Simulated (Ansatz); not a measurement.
# Si/ZnS/CoSi2: a contact from a semiconductor to a metal

Wanted: barrier heights, local density of states and T(E) for Si/ZnS/CoSi2. The semiconductor is Si diamond(111), undoped, with its far face capped by hydrogen, and the metal is CoSi2 fluorite(111), with ZnS zinc blende(111) between them (whole bilayers). After relaxation the nearest pair at the metal is Si–Zn at 2.45 Å, along the normal. The common net has a side of 3.854 Å, which strains the semiconductor by -0.4 %, the layer between by +0.0 % and the metal by +1.7 %, against typed lattice constants near PBE's. The first steps treat the bulk crystals alone.

Program: Ansatz 0.2.0. Level of theory: PBE DFT, plane waves, PAW files, in the first sound run; inputs show where later runs differ. Results are calculated unless marked as measured.

### 1. The starting structure

The structure is trigonal, space group R-3m (No. 166). The conventional cell has a = 3.854 Å, b = 3.854 Å, c = 9.498 Å, α = 90.00°, β = 90.00°, γ = 120.00°. Nearest to Si lie 4 Si at 2.36 to 2.37 Å.

As a file:

```cif
data_structure
_symmetry_space_group_name_H-M 'R-3m:H'
_symmetry_Int_Tables_number 166
_cell_length_a 3.8540
_cell_length_b 3.8540
_cell_length_c 9.4981
_cell_angle_alpha 90.000
_cell_angle_beta 90.000
_cell_angle_gamma 120.000
_cell_volume 122.18
loop_
_atom_site_label
_atom_site_type_symbol
_atom_site_symmetry_multiplicity
_atom_site_Wyckoff_symbol
_atom_site_fract_x
_atom_site_fract_y
_atom_site_fract_z
_atom_site_occupancy
Si1 Si 6 c 0.00000 0.00000 0.37500 1
```

### 2. The strained electrode, 6 atoms, electrode Si diamond(111)

The electrode is held to the junction's net and relaxed along the normal; its spacing is used for the ideal lead layers.

input.yaml reads:

```yaml
crystal:
  lattice:
    - [3.854, 0.0, 0.0]
    - [-1.927, 3.3376619062, 0.0]
    - [0.0, 0.0, 9.4981070315]
  atoms:
    - { symbol: Si, position: [0.0, 0.0, 0.0] }
    - { symbol: Si, position: [0.0, 0.0, 0.25] }
    - { symbol: Si, position: [0.3333333333, 0.6666666667, 0.3333333333] }
    - { symbol: Si, position: [0.3333333333, 0.6666666667, 0.5833333333] }
    - { symbol: Si, position: [0.6666666667, 0.3333333333, 0.6666666667] }
    - { symbol: Si, position: [0.6666666667, 0.3333333333, 0.9166666667] }
kpoints:
  mp_grid: { grid: [12, 12, 3] }
scf:
  occupations: { method: fermi_dirac, width: 0.1 }
  max_iter: 150
hamiltonian:
  xc: pbe
relax:
  f_tol: 0.01
  max_steps: 40
  cell: { fix: [a, b, angles] }
```

Command:

```
$ ansatz run input.yaml --threads 8 --pin off --max-ram 24576MiB --backend cpu --events-out ev --progress --plain --runs-dir out
```

Numbers of over 12 decimals in the logs are rounded to 6 here.

Output:

```text
Engine: ansatz 0.2.0, aarch64-unknown-linux-gnu
Pseudopotentials: kind: paw
Pseudopotential: Si, paw, valence charge 4, recommended cutoff 420 eV (normal), Si.paw.azcp
Functional definition: PBE
  parameter kappa = 0.804
  parameter beta = 0.066725
  exchange = pbe_x(kappa = kappa, mu = beta*pi^2/3)
  correlation = pbe_c(beta = beta)
Crystal: 6 atoms, lattice volume = 122.177 Å³
Basis set: ecut = 420 eV, 2407 PW (Γ), exchange–correlation on 54×54×128 points (8 copies of the dense FFT grid, shifted against one another)
Bands: 18, of which v1, the nominal top of the filled ones, is band 12 counted from 1 (11 counted from 0)
Symmetry: 36 space group operations
Space group: R-3m (ITA 166), of the structure as read, at distance tolerance 5.0e-5 Å
k-points: 50 of 432
Non-local potential: Si, projectors of the file, l = 0: 2, l = 1: 2, l = 2: 2
PAW form: soft (Blöchl's): semilocal exchange-correlation on the pseudo side does not see the compensation charge
PAW one-centre angular grid: Si, 110 points (default); XC on 64 Gauss nodes
Initial density: superposition of atomic densities (neutral atoms: chi_scale 0, normalization atom), corrected by the library's trained network
Initial wavefunctions: pseudopotential atomic-orbital guess
Functional: x = pbe(κ = 0.804, μ = 0.219515), c = pbe(β = 0.066725)
SCF iter   1: F=—  HF=-3814.857338 eV  |F-HF|=—  |Δ(HF+E_count)|=         —  Δρ=1.25e-3  dr2=1.22e-3  ethr=1.77e-3  ⟨swp⟩=6.6  Hψ=5601  notcnv=0
preconditioner: auto → Resta (q_TF=auto, 2.080 Å⁻¹)  ε∞=5.4  [insulator: Δε(μ)=0.714 eV  Ē_g=7.847 eV  σ=0.100 eV  W_gap=0.94  n_scr=24 (ndim 8)  ℏωp=16.5 eV  f_vac=0.000  D(μ)=0.04/eV (n_scr^D=0)  ε∞_Penn≈5.4]
SCF iter   2: F=—  HF=-3814.858297 eV  |F-HF|=—  |Δ(HF+E_count)|=   9.59e-4  Δρ=6.75e-4  dr2=3.69e-4  ethr=5.07e-6  ⟨swp⟩=2.2  Hψ=1812  notcnv=0
SCF iter   3: F=—  HF=-3814.858457 eV  |F-HF|=—  |Δ(HF+E_count)|=   1.60e-4  Δρ=8.09e-5  dr2=9.74e-6  ethr=1.54e-6  ⟨swp⟩=2.0  Hψ=1500  notcnv=0
SCF iter   4: F=—  HF=-3814.858465 eV  |F-HF|=—  |Δ(HF+E_count)|=   7.93e-6  Δρ=2.11e-5  dr2=9.44e-7  ethr=4.06e-8  ⟨swp⟩=2.0  Hψ=1500  notcnv=0
iter 5 did not close the SCF: its close was put off for the readings that it lacked (scf_convergence_deferred on its scf_iter line)
SCF iter   5: F=-3814.858466 eV  HF=-3814.858466 eV  |F-HF|=2.47e-8  |Δ(HF+E_count)|=   7.58e-7  Δρ=4.47e-6  dr2=1.39e-8  ethr=3.93e-9  ⟨swp⟩=2.0  Hψ=1494  notcnv=0
SCF iter   6: F=-3814.858466 eV  HF=-3814.858466 eV  |F-HF|=8.41e-11  |Δ(HF+E_count)|=   2.88e-8  Δρ=1.52e-6  dr2=1.87e-9  ethr=5.78e-11  ⟨swp⟩=2.0  Hψ=3044  notcnv=0
SCF 1 converged in 6 iterations: F = -3814.858466 eV  dr2 = 1.87e-9
  greatest PAW one-centre occupation: 0.633 electrons in one spin orbital (limit 2), on the Si atom at site 5 (counted from 0), in its partial waves of l = 0
relax step   1: F+E_penalty+E_count = -3814.85846560 eV  Δ(F+E_penalty+E_count) = +0.000e0 eV  max|allowed force component| = 6.427e-2 eV/Å  Δτ_max = 0.0000 Å  P = +0.431 GPa  Ω = 122.177 Å³  fix = [a, b, alpha, beta, gamma]  reactions: a +0.842, b +0.842 GPa  (6 SCF iters, dr2 threshold 1.00e-7 eV, accepted)
Crystal: 6 atoms, lattice volume = 122.114 Å³
Initial density: handed on by an earlier stage of this run
Initial wavefunctions: those handed on with the density
iter 1 solved again at ethr=6.25e-8 eV; its pass at ethr=3.10e-3 eV (dr2=1.50e-5 eV) is discarded
SCF iter   1: F=—  HF=-3814.858986 eV  |F-HF|=—  |Δ(HF+E_count)|=         —  Δρ=1.50e-4  dr2=2.19e-5  ethr=6.25e-8  ⟨swp⟩=2.7  Hψ=5801  notcnv=0
preconditioner: auto → Resta (q_TF=auto, 2.080 Å⁻¹)  ε∞=5.4  [insulator: Δε(μ)=0.702 eV  Ē_g=7.849 eV  σ=0.100 eV  W_gap=0.93  n_scr=24 (ndim 8)  ℏωp=16.5 eV  f_vac=0.000  D(μ)=0.04/eV (n_scr^D=0)  ε∞_Penn≈5.4]
SCF iter   2: F=—  HF=-3814.858983 eV  |F-HF|=—  |Δ(HF+E_count)|=   2.78e-6  Δρ=8.25e-5  dr2=6.42e-6  ethr=6.25e-8  ⟨swp⟩=1.4  Hψ=1083  notcnv=0
SCF iter   3: F=-3814.858982 eV  HF=-3814.858982 eV  |F-HF|=2.47e-8  |Δ(HF+E_count)|=   9.50e-7  Δρ=6.05e-6  dr2=5.42e-8  ethr=1.59e-9  ⟨swp⟩=3.0  Hψ=3622  notcnv=0
SCF 2 converged in 3 iterations: F = -3814.858982 eV  dr2 = 5.42e-8
relax step   2: F+E_penalty+E_count = -3814.85898212 eV  Δ(F+E_penalty+E_count) = -5.165e-4 eV  max|allowed force component| = 1.597e-2 eV/Å  Δτ_max = 0.0017 Å  P = +0.475 GPa  Ω = 122.114 Å³  energy of the carried Pulay correction = +8.717e-6 eV  fix = [a, b, alpha, beta, gamma]  reactions: a +0.783, b +0.783 GPa  (3 SCF iters, dr2 threshold 3.82e-7 eV, accepted)
Crystal: 6 atoms, lattice volume = 122.044 Å³
iter 1 solved again at ethr=2.22e-8 eV; its pass at ethr=3.10e-3 eV (dr2=5.33e-6 eV) is discarded
SCF iter   1: F=—  HF=-3814.859039 eV  |F-HF|=—  |Δ(HF+E_count)|=         —  Δρ=7.51e-5  dr2=7.80e-6  ethr=2.22e-8  ⟨swp⟩=2.5  Hψ=5849  notcnv=0
preconditioner: auto → Resta (q_TF=auto, 2.081 Å⁻¹)  ε∞=5.4  [insulator: Δε(μ)=0.700 eV  Ē_g=7.851 eV  σ=0.100 eV  W_gap=0.93  n_scr=24 (ndim 8)  ℏωp=16.5 eV  f_vac=0.000  D(μ)=0.04/eV (n_scr^D=0)  ε∞_Penn≈5.4]
SCF iter   2: F=—  HF=-3814.859038 eV  |F-HF|=—  |Δ(HF+E_count)|=   9.96e-7  Δρ=4.04e-5  dr2=2.30e-6  ethr=2.22e-8  ⟨swp⟩=2.0  Hψ=1421  notcnv=0
SCF iter   3: F=-3814.859037 eV  HF=-3814.859037 eV  |F-HF|=2.28e-8  |Δ(HF+E_count)|=   5.21e-7  Δρ=3.85e-6  dr2=2.74e-8  ethr=2.07e-10  ⟨swp⟩=3.6  Hψ=3878  notcnv=0
SCF 3 converged in 3 iterations: F = -3814.859037 eV  dr2 = 2.74e-8
relax step   3: F+E_penalty+E_count = -3814.85903730 eV  Δ(F+E_penalty+E_count) = -5.518e-5 eV  max|allowed force component| = 4.356e-4 eV/Å  Δτ_max = 0.0004 Å  P = +0.526 GPa  Ω = 122.044 Å³  energy of the carried Pulay correction = +1.823e-5 eV  fix = [a, b, alpha, beta, gamma]  reactions: a +0.781, b +0.781 GPa  (3 SCF iters, dr2 threshold 4.98e-8 eV, accepted)
Initial wavefunctions: pseudopotential atomic-orbital guess (no wavefunctions were taken with the density)
iter 1 solved again at ethr=5.40e-8 eV; its pass at ethr=3.10e-3 eV (dr2=1.30e-5 eV) is discarded
SCF iter   1: F=—  HF=-3814.859019 eV  |F-HF|=—  |Δ(HF+E_count)|=         —  Δρ=4.02e-6  dr2=2.45e-8  ethr=5.40e-8  ⟨swp⟩=3.2  Hψ=8276  notcnv=0
preconditioner: auto → Resta (q_TF=auto, 2.081 Å⁻¹)  ε∞=5.4  [insulator: Δε(μ)=0.701 eV  Ē_g=7.851 eV  σ=0.100 eV  W_gap=0.93  n_scr=24 (ndim 8)  ℏωp=16.5 eV  f_vac=0.000  D(μ)=0.04/eV (n_scr^D=0)  ε∞_Penn≈5.4]
SCF iter   2: F=—  HF=-3814.859021 eV  |F-HF|=—  |Δ(HF+E_count)|=   1.90e-6  Δρ=2.65e-6  dr2=1.36e-8  ethr=1.02e-10  ⟨swp⟩=2.1  Hψ=1508  notcnv=0
SCF iter   3: F=—  HF=-3814.859021 eV  |F-HF|=—  |Δ(HF+E_count)|=   1.42e-8  Δρ=7.83e-7  dr2=3.71e-10  ethr=5.65e-11  ⟨swp⟩=2.0  Hψ=1500  notcnv=0
SCF iter   4: F=—  HF=-3814.859021 eV  |F-HF|=—  |Δ(HF+E_count)|=  3.00e-10  Δρ=3.79e-7  dr2=9.97e-11  ethr=1.00e-12  ⟨swp⟩=4.0  Hψ=2910  notcnv=0
SCF iter   5: F=-3814.859021 eV  HF=-3814.859021 eV  |F-HF|=2.27e-12  |Δ(HF+E_count)|=  6.59e-11  Δρ=3.05e-8  dr2=7.46e-13  ethr=1.00e-12  ⟨swp⟩=4.0  Hψ=2906  notcnv=0
SCF 4 converged in 5 iterations: F = -3814.859021 eV  dr2 = 7.46e-13
relax step   4: F+E_penalty+E_count = -3814.85902101 eV  Δ(F+E_penalty+E_count) = +1.629e-5 eV  max|allowed force component| = 4.428e-4 eV/Å  Δτ_max = 0.0000 Å  P = +0.525 GPa  Ω = 122.044 Å³  fix = [a, b, alpha, beta, gamma]  reactions: a +0.781, b +0.781 GPa  stress off target by 1.50e-2 GPa on what of the cell is left free  SCF on the basis re-selected at this cell (its energy is not comparable with the rows above)  (5 SCF iters)
basis re-selected at this cell: Δ(F+E_penalty+E_count) = +1.629e-5 eV, ΔP = -0.000 GPa vs the last step (what re-selecting the basis moved, of the pressure what is left beyond the Pulay correction that the steps carried, after the strain that the cell walked since its last selection, with what the two solves' SCF thresholds leave and, on support functions, any second-order correction that the steps lacked; it is no m [...]
SCF converged after 5 iterations
Free energy (F): -3814.859021 eV
Harris-Foulkes:  -3814.859021 eV  (|F-HF|=2.27e-12)
Internal energy: -3814.856732 eV  (E = F + TS)
E sigma→0 (E₀):  -3814.857876 eV
Entropy (-TS):   -0.002289 eV (-0.382 meV/atom)
Fermi energy:    6.376934 eV
--- Per-component energies (eV) ---
  E_band       = 25.089877
  E_kinetic    = 240.966275
  E_local      = -167.350259  (includes V_loc(G=0)·N_el)
  E_nonlocal   = 155.470047
  E_hartree    = 45.304377
  E_xc         = -330.615760
  E_vxc        = -279.786053  (∫ρ·V_xc dr)
  E_paw        = -3076.650533  (= ΣΔE_a)
  E_vpaw       = -14.818919  (= ΣTr[D̂ρ^β])
  E_aug_tail   = 0.000037  (compensation charges beyond the density's cutoff)
  E_ewald      = -681.980917
  E_smearing   = -0.002289  (= −TS)
  E_closure    = -0.000000  (closes the sum)
  Σ components = -3814.859021   (vs F -3814.859021, Δ=0.00e0)
--- Forces (eV/Å), atoms counted from 1 ---
  atom   1  Si     0.00000000     0.00000000     0.00044279
  atom   2  Si    -0.00000000    -0.00000000    -0.00044279
  atom   3  Si     0.00000000     0.00000000     0.00044279
  atom   4  Si     0.00000000    -0.00000000    -0.00044279
  atom   5  Si    -0.00000000     0.00000000     0.00044279
  atom   6  Si    -0.00000000    -0.00000000    -0.00044279
  max |Σ_I F_I| component: 1.54e-17 eV/Å
--- Stress (GPa, compression-positive) ---
        0.780654       0.000000      -0.000000
        0.000000       0.780654       0.000000
       -0.000000       0.000000       0.014979
  P = ⅓ Tr σ = 0.5254 GPa (5.254 kbar)
--- Relaxed structure (3 steps of the walk, 3 accepted, 1 SCFs on fresh bases) ---
  F+E_penalty+E_count = -3814.85902101 eV   max|allowed force component| = 4.428e-4 eV/Å   (the final SCF, on the basis selected at the relaxed cell)
  cell:  # Å, volume = 122.0442 Å³
    - [3.854000, 0, 0]
    - [-1.927000, 3.337662, 0]
    - [0, 0, 9.487743]
  atoms:
    - { symbol: Si, position: [0, 0, 0.000214406] }
    - { symbol: Si, position: [0, 0, 0.249786] }
    - { symbol: Si, position: [0.333333, 0.666667, 0.333548] }
    - { symbol: Si, position: [0.333333, 0.666667, 0.583119] }
    - { symbol: Si, position: [0.666667, 0.333333, 0.666881] }
    - { symbol: Si, position: [0.666667, 0.333333, 0.916452] }
```

Elapsed: 3.5 s, on 8 threads of Arm Neoverse V1, shared host; peak memory 0.53 GiB; 24 s of CPU time.

The steps of the relaxation:

```csv
step,energy less that of the first step (eV),largest force component (eV/Å),pressure (GPa),volume (Å³)
1,0.0000,0.0643,0.43,122.18
2,-0.0005,0.0160,0.47,122.11
3,-0.0006,0.0004,0.53,122.04
4*,-0.0006,0.0004,0.53,122.04
```

Relaxation steps marked * repeat the geometry before them on a plane-wave basis chosen anew for their cell, so energy and pressure can jump there.

The run keeps the 36 symmetry operations that it works with, so distortions that break them were not tested.

```csv
"conventional cell, symmetrised",before,after,change
a (Å),3.854,3.854,+0.0 %
b (Å),3.854,3.854,+0.0 %
c (Å),9.498,9.488,-0.1 %
volume (Å³/atom),20.36,20.34,-0.1 %
```

Final coordinates:

```xyz
6
Lattice="3.8540 0.0000 0.0000 -1.9270 3.3377 0.0000 0.0000 0.0000 9.4877" Properties=species:S:1:pos:R:3 pbc="T T T"
Si    0.0000    0.0000    0.0020
Si    0.0000    0.0000    2.3699
Si    0.0000    2.2251    3.1646
Si    0.0000    2.2251    5.5325
Si    1.9270    1.1126    6.3272
Si    1.9270    1.1126    8.6951
```

This step gave:

```yaml
free_energy: -3814.8590 eV
fermi_energy: 6.377 eV
pressure: 0.5254 GPa
```

The cell shrank by 0.1 % in volume.

[end of part 1 of 5]

[Logs are printed without paths, hosts, clocks, repeated set-up lines and the standing remarks that a program may print on its own settings, such as how far it seeks lower states.]

[Hosts, paths, dates, database ids (printed as entryN), source tags and the programs' standing remarks are cut or masked in the printed files.]
